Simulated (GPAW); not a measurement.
# TiC (Fm-3m) in GPAW: reference runs

Aim: a first look at TiC with PBEsol, on the cell as given and on a disturbed one.

Program: GPAW 26.7.0. These are calculated values, not measurements. Logs are shortened: lines on timing, memory, paths and dates and some standing lists are left out, and cuts for length are marked. The log counts tension as positive stress, the text compression.

## Step 1: Starting point

The structure is cubic, space group Fm-3m (No. 225). The conventional cell has a = 4.331 Å, b = 4.331 Å, c = 4.331 Å, α = 90.00°, β = 90.00°, γ = 90.00°. Ti (site symmetry m-3m) has 6 C at 2.17 Å as nearest neighbours. C (site symmetry m-3m) has 6 Ti at 2.17 Å as nearest neighbours.

The cell is a database's computed one.

## Step 2: Single point, PBEsol

File run.py:

```python
from ase import Atoms
from ase.dft.bandgap import bandgap
from ase.io import write
from ase.units import Bohr, GPa
from gpaw import GPAW, PW, setup_paths
from gpaw.elf import elf_from_dft_calculation

setup_paths.insert(0, '.')

atoms = Atoms(['Ti', 'C'],
              cell=[[0.0, 2.1657188437, 2.1657188437],
                    [2.1657188437, 0.0, 2.1657188437],
                    [2.1657188437, 2.1657188437, 0.0]],
              scaled_positions=[[0.0, 0.0, 0.0],
                                [0.5, 0.5, 0.5]],
              pbc=True)

calc = GPAW(mode=PW(800),
            xc='PBEsol',
            kpts={'size': (11, 11, 11), 'gamma': True},
            occupations={'name': 'fermi-dirac', 'width': 0.05},
            nbands=18,
            convergence={'density': 1e-05, 'energy': 1e-05},
            maxiter=150,
            txt='gpaw.txt')
atoms.calc = calc
energy = atoms.get_potential_energy()
forces = atoms.get_forces()
stress = atoms.get_stress()
calc.write('gs.gpw')
write('result.traj', atoms)
print(f'Energy: {energy:.6f} eV')
print('Forces (eV/A):')
print(forces.round(4))
print('Stress (GPa):', (stress / GPa).round(3))
print('Fermi level:', round(calc.get_fermi_level(), 4), 'eV')
print(f'Gap: {bandgap(calc)[0]:.4f} eV, direct: {bandgap(calc, direct=True)[0]:.4f} eV')

# fields on the real-space grid
write('density.cube', atoms, data=calc.get_pseudo_density() * Bohr**3)
write('potential.cube', atoms, data=calc.get_electrostatic_potential())
write('elf.cube', atoms, data=elf_from_dft_calculation(calc).data)
```

Potentials or basis: PAW data sets generated in the run's folder for this functional, pw.

The run is started by

```
$ gpaw-setup -f PBEsol C Ti
$ OMP_NUM_THREADS=1 python run.py
```

gpaw.txt:

```text
__  _  _
 | _ |_)|_||  |
 |__||  | ||/\| - 26.7.0

Input parameters:
  mode=PW(ecut=800.0),
  convergence={'density': 1e-05, 'energy': 1e-05},
  kpts=MonkhorstPack(size=(11, 11, 11), gamma=True),
  maxiter=150,
  nbands=18,
  occupations=Occupations(name='fermi-dirac', width=0.05),
  xc=XC(name='PBEsol')

Diagonalizing LCAO Hamiltonian
Converting LCAO to pw mode

              C

       Ti

Atoms  # Å, Bohr magnetons
|   | symbol |        x |        y |        z |    initial magnetic moments |
|---|--------|----------|----------|----------|-----------------------------|
| 0 |     Ti | 0.000000 | 0.000000 | 0.000000 | ( 0.0000,  0.0000,  0.0000) |
| 1 |      C | 2.165719 | 2.165719 | 2.165719 | ( 0.0000,  0.0000,  0.0000) |

Unit cell  # Å
| periodic |        x |        y |        z |  lengths |    angles |
|----------|----------|----------|----------|----------|-----------|
|      yes | 0.000000 | 2.165719 | 2.165719 | 3.062789 | 60.000000 |
|      yes | 2.165719 | 0.000000 | 2.165719 | 3.062789 | 60.000000 |
|      yes | 2.165719 | 2.165719 | 0.000000 | 3.062789 | 60.000000 |

Number of symmetries: 48
Symmetry operations  # r_c * U_cc + t_c -> r_c
|    | kind |            matrix            |
|----|------|------------------------------|
|  0 |  σ   |  1, 0, 0,  1, 0,-1,  1,-1, 0 |
|  1 |  C2  |  1, 0, 0,  1,-1, 0,  1, 0,-1 |
|  2 |  E   |  1, 0, 0,  0, 1, 0,  0, 0, 1 |
|  3 |  σ   |  1, 0, 0,  0, 0, 1,  0, 1, 0 |
|  4 |  C4  |  1, 0,-1,  1, 0, 0,  1,-1, 0 |
|  5 |  S6  |  1, 0,-1,  1,-1, 0,  1, 0, 0 |
|  6 |  σ   |  1, 0,-1,  0, 1,-1,  0, 0,-1 |
|  7 |  C3  |  1, 0,-1,  0, 0,-1,  0, 1,-1 |
|  8 |  S6  |  1,-1, 0,  1, 0, 0,  1, 0,-1 |
|  9 |  C4  |  1,-1, 0,  1, 0,-1,  1, 0, 0 |
| 10 |  C3  |  1,-1, 0,  0,-1, 1,  0,-1, 0 |
| 11 |  σ   |  1,-1, 0,  0,-1, 0,  0,-1, 1 |
| 12 |  σ   |  0, 1, 0,  1, 0, 0,  0, 0, 1 |
| 13 |  C4  |  0, 1, 0,  0, 1,-1, -1, 1, 0 |
| 14 |  C3  |  0, 1, 0,  0, 0, 1,  1, 0, 0 |
| 15 |  S6  |  0, 1, 0, -1, 1, 0,  0, 1,-1 |
| 16 |  C2  |  0, 1,-1,  1, 0,-1,  0, 0,-1 |
| 17 |  σ   |  0, 1,-1,  0, 1, 0, -1, 1, 0 |
| 18 |  S4  |  0, 1,-1,  0, 0,-1,  1, 0,-1 |
| 19 |  C4  |  0, 1,-1, -1, 1, 0,  0, 1, 0 |
| 20 |  C3  |  0, 0, 1,  1, 0, 0,  0, 1, 0 |
| 21 |  σ   |  0, 0, 1,  0, 1, 0,  1, 0, 0 |
| 22 |  S6  |  0, 0, 1,  0,-1, 1, -1, 0, 1 |
| 23 |  C4  |  0, 0, 1, -1, 0, 1,  0,-1, 1 |
| 24 |  S4  |  0, 0,-1,  1, 0,-1,  0, 1,-1 |
| 25 |  C3  |  0, 0,-1,  0, 1,-1,  1, 0,-1 |
| 26 |  C2  |  0, 0,-1,  0,-1, 0, -1, 0, 0 |
| 27 |  S6  |  0, 0,-1, -1, 0, 0,  0,-1, 0 |
| 28 |  S4  |  0,-1, 1,  1,-1, 0,  0,-1, 0 |
| 29 |  C4  |  0,-1, 1,  0, 0, 1, -1, 0, 1 |
| 30 |  C2  |  0,-1, 1,  0,-1, 0,  1,-1, 0 |
| 31 |  σ   |  0,-1, 1, -1, 0, 1,  0, 0, 1 |
| 32 |  C3  |  0,-1, 0,  1,-1, 0,  0,-1, 1 |
| 33 |  S6  |  0,-1, 0,  0, 0,-1, -1, 0, 0 |
| 34 |  S4  |  0,-1, 0,  0,-1, 1,  1,-1, 0 |
| 35 |  C2  |  0,-1, 0, -1, 0, 0,  0, 0,-1 |
| 36 |  C2  | -1, 1, 0,  0, 1, 0,  0, 1,-1 |
| 37 |  S6  | -1, 1, 0,  0, 1,-1,  0, 1, 0 |
| 38 |  S4  | -1, 1, 0, -1, 0, 1, -1, 0, 0 |
| 39 |  C3  | -1, 1, 0, -1, 0, 0, -1, 0, 1 |
| 40 |  S6  | -1, 0, 1,  0, 0, 1,  0,-1, 1 |
| 41 |  C2  | -1, 0, 1,  0,-1, 1,  0, 0, 1 |
| 42 |  C3  | -1, 0, 1, -1, 1, 0, -1, 0, 0 |
| 43 |  S4  | -1, 0, 1, -1, 0, 0, -1, 1, 0 |
| 44 |  C2  | -1, 0, 0,  0, 0,-1,  0,-1, 0 |
| 45 |  i   | -1, 0, 0,  0,-1, 0,  0, 0,-1 |
| 46 |  σ   | -1, 0, 0, -1, 1, 0, -1, 0, 1 |
| 47 |  C2  | -1, 0, 0, -1, 0, 1, -1, 1, 0 |

BZ-sampling:
  Number of BZ points: 1331
  Number of IBZ points: 56

  Monkhorst-Pack size: [11, 11, 11]
  Monkhorst-Pack shift: [0, 0, 0]

K-points  # in reciprocal-cell coordinates
|     |                                coordinates |     weight |
|-----|--------------------------------------------|------------|
|   0 | (  0.00000000,   0.00000000,   0.00000000) | 0.00075131 |
|   1 | (  0.09090909,   0.09090909,   0.00000000) | 0.00450789 |
|   2 | (  0.09090909,   0.09090909,   0.09090909) | 0.00601052 |
|   3 | (  0.18181818,   0.09090909,   0.09090909) | 0.00901578 |
|   4 | (  0.18181818,   0.18181818,   0.00000000) | 0.00450789 |
|   5 | (  0.18181818,   0.18181818,   0.09090909) | 0.01803156 |
|   6 | (  0.18181818,   0.18181818,   0.18181818) | 0.00601052 |
|   7 | (  0.27272727,   0.18181818,   0.09090909) | 0.01803156 |
|   8 | (  0.27272727,   0.18181818,   0.18181818) | 0.01803156 |
|   9 | (  0.27272727,   0.27272727,   0.00000000) | 0.00450789 |
| ... |                                            |            |
|  55 | (  0.45454545,   0.45454545,   0.45454545) | 0.00601052 |

Plane wave coefficients: 1054
Cutoff: 800.0 eV

Spin-components: 1 (collinear spins)
Bands:           18
Projectors:      11
Spin-degeneracy: 2
Datatype:        complex128

Parallelization:
  kpt:    1
  domain: 1
  band:   1

Density:
  Valence electrons: 16.0
  Components: 1
  Grid points: [20 20 20]
  Charge: 0.0  # |e|

Potential:
  Grid points: [20 20 20]

species:
  Ti:
    name:    Titanium
    Z:       22.0
    valence: 12
    core:    10
    charge:  0.0  # [|e|]
    compensation charges:
      type: gauss
      rc: 0.38  # [Å]
      lmax: 2
    cutoffs:
      filter: 2.23  # [Å]
      core: 1.02  # [Å]
    projectors
    | kind |    occ | energy [eV] | rcut [Å] |
    |------|--------|-------------|----------|
    |   3s |  2.000 |     -62.441 |    1.270 |
    |   4s |  2.000 |      -4.477 |    1.270 |
    |   3p |  6.000 |     -38.776 |    1.058 |
    |   4p |  0.000 |      -1.449 |    1.058 |
    |   3d |  2.000 |      -4.275 |    1.058 |
    |    d |        |      22.937 |    1.058 |

    Using partial waves for Ti as LCAO basis

  C:
    name:    Carbon
    Z:       6.0
    valence: 4
    core:    2
    charge:  0.0  # [|e|]
    compensation charges:
      type: gauss
      rc: 0.20  # [Å]
      lmax: 2
    cutoffs:
      filter: 1.14  # [Å]
      core: 1.14  # [Å]
    projectors
    | kind |    occ | energy [eV] | rcut [Å] |
    |------|--------|-------------|----------|
    |   2s |  2.000 |     -13.648 |    0.635 |
    |   2p |  2.000 |      -5.232 |    0.635 |
    |    s |        |      13.563 |    0.635 |
    |    p |        |      21.979 |    0.635 |
    |    d |        |       0.000 |    0.635 |

    Using partial waves for C as LCAO basis

Reference energy: -24220.709613  # eV

eigensolver:
  PPCG
  Converge bands: occupied
  niter=2

density mixing:
  MSR1-Mixer
  Pratt-step length: 0.05
  Maximum mixing coefficient: 0.75
  Old densities: 10
  SVD Regularization: 0.005
  Good broyden scale: 1.0
  Trust region scale: 1.0
  Backstep threshold: 4.0
  History deletion threshold: 6.0
  Fourier metric: weight=20.0, sigma=0.015

occupation numbers:
  Fermi-Dirac:
    width: 0.0500  # eV

poisson solver:
  ecut: 6400.0  # eV

xc functional:
  name: PBEsol with 2 nearest neighbor stencil

convergence criteria:
- Maximum integral of absolute [dens]ity change: 1e-05 electrons / valence electron
- Maximum [total energy] change in last 3 cyles: 1e-05 eV / valence electron
- Maximum integral of absolute [eigenst]ate change: 4e-08 eV^2 / valence electron
maximum number of iterations: 150

SCF iterations
|iter     | |      energy | eigst |  dens |
|---------|-|-------------|-------|-------|
|iter:   1| |  -20.828664 | -0.39 |       |
|iter:   2| |  -20.015631 | -2.54 | -0.80 |
|iter:   3| |  -18.654790 | -1.31 | -0.88 |
|iter:   4| |  -18.632225 | -2.76 | -1.58 |
|iter:   5| |  -18.641184 | -3.47 | -1.82 |
|iter:   6| |  -18.640650 | -4.16 | -2.44 |
|iter:   7| |  -18.640648 | -5.82 | -3.25 |
|iter:   8| |  -18.640650c| -6.50 | -3.65 |
|iter:   9| |  -18.640650c| -7.53c| -4.85 |
|iter:  10| |  -18.640650c| -8.33c| -5.32c|

Converged in 10 steps
Energy contributions relative to reference atoms: (reference = -24220.709613)

Energy contributions:
  Kinetic:          14.524163
  Coulomb:         -16.012027
  Zero:              0.107399
  External:          0.000000
  Xc:              -17.258995
  Entropy:          -0.002378
  Spinorbit:         0.000000
  ----------------------------
  Free energy:     -18.641839
  Extrapolated:    -18.640650

dipole moment: (-13.880173, -13.880173, -13.880173)  # |e|*Ang

Fermi level: 10.144
Eigenvalues  # (at kpt = [0.000, 0.000, 0.000])
| band index |      eig [eV] | occ [0-2] |
|------------|---------------|-----------|
|          0 |       -46.205 |     2.000 |
|          1 |       -22.356 |     2.000 |
|          2 |       -22.356 |     2.000 |
|          3 |       -22.356 |     2.000 |
|          4 |        -2.278 |     2.000 |
|          5 |        10.759 |     0.000 |
|          6 |        10.759 |     0.000 |
|          7 |        10.759 |     0.000 |
|          8 |        11.784 |     0.000 |
|          9 |        11.784 |     0.000 |
|         10 |        11.784 |     0.000 |
|         11 |        11.833 |     0.000 |
|         12 |        11.833 |     0.000 |
|        ... |               |           |
|         17 |        29.897 |     0.000 |

No gap
No difference between direct/indirect transitions

Forces  # eV/Ang
|        x |        y |        z |
|----------|----------|----------|
|  0.00000 | -0.00000 | -0.00000 |  # Ti   0
| -0.00000 |  0.00000 |  0.00000 |  # C    1

Stress tensor  # eV/Ang^3
|         x |        y |         z |
|-----------|----------|-----------|
|  0.036516 | 0.000000 | -0.000000 |
|  0.000000 | 0.036516 |  0.000000 |
| -0.000000 | 0.000000 |  0.036516 |

# Writing to gs.gpw (mode='')
```

Wall time 21 s (1 thread of Arm Neoverse V1, shared host); peak memory 0.16 GiB.

Results:

* Free energy: -18.6418 eV
* Pressure: -5.9 GPa
* Band gap on the k mesh: none (metal or under the smearing width)

Levels at points of the mesh, in eV from the Fermi level:
| k point | band 4 | band 5 | band 6 | band 7 | band 8 | band 9 | band 10 | band 11 | band 12 | band 13 |
| --- | --- | --- | --- | --- | --- | --- | --- | --- | --- | --- |
| (0.00, 0.00, 0.00) | -32.50 | -12.42 | 0.62 | 0.62 | 0.62 | 1.64 | 1.64 | 1.64 | 1.69 | 1.69 |

## Step 3: Single point, PBEsol (atoms moved at random, drawn with an rms of 0.05 Å)

Edit run.py of step 2 so:

```diff
@@ -3,5 +3,4 @@
 from ase.io import write
-from ase.units import Bohr, GPa
+from ase.units import GPa
 from gpaw import GPAW, PW, setup_paths
-from gpaw.elf import elf_from_dft_calculation
 
@@ -13,4 +12,4 @@
                     [2.1657188437, 2.1657188437, 0.0]],
-              scaled_positions=[[0.0, 0.0, 0.0],
-                                [0.5, 0.5, 0.5]],
+              scaled_positions=[[-0.017918, 0.021534, -0.007178],
+                                [0.48439, 0.507434, 0.514174]],
               pbc=True)
@@ -37,6 +36 @@
 print(f'Gap: {bandgap(calc)[0]:.4f} eV, direct: {bandgap(calc, direct=True)[0]:.4f} eV')
-
-# fields on the real-space grid
-write('density.cube', atoms, data=calc.get_pseudo_density() * Bohr**3)
-write('potential.cube', atoms, data=calc.get_electrostatic_potential())
-write('elf.cube', atoms, data=elf_from_dft_calculation(calc).data)
```

Potentials or basis: PAW data sets generated in the run's folder for this functional, pw.

The run is started by

```
$ gpaw-setup -f PBEsol C Ti
$ OMP_NUM_THREADS=1 python run.py
```

Wall time 3.3 min (1 thread of Arm Neoverse V1, shared host); peak memory 0.5 GiB.

It converged, with:

```yaml
Free_energy: -18.6251 eV
Pressure: -5.4 GPa
Largest_force: 0.559 eV/Å
Band_gap_on_the_k_mesh: none (metal or under the smearing width)
```

Forces in eV/Å, atoms in the order of the input:
```
Ti   0.149  0.481 -0.243
C   -0.149 -0.481  0.243
```

Stress tensor (GPa, compression positive):
```
-5.70 -0.13  0.07
-0.13 -5.00  0.21
 0.07  0.21 -5.57
```

Levels at points of the mesh, in eV from the Fermi level:
| k point | band 6 | band 7 | band 8 | band 9 | band 10 | band 11 |
| --- | --- | --- | --- | --- | --- | --- |
| (0.00, 0.00, 0.00) | 0.47 | 0.51 | 0.60 | 1.20 | 1.49 | 1.78 |
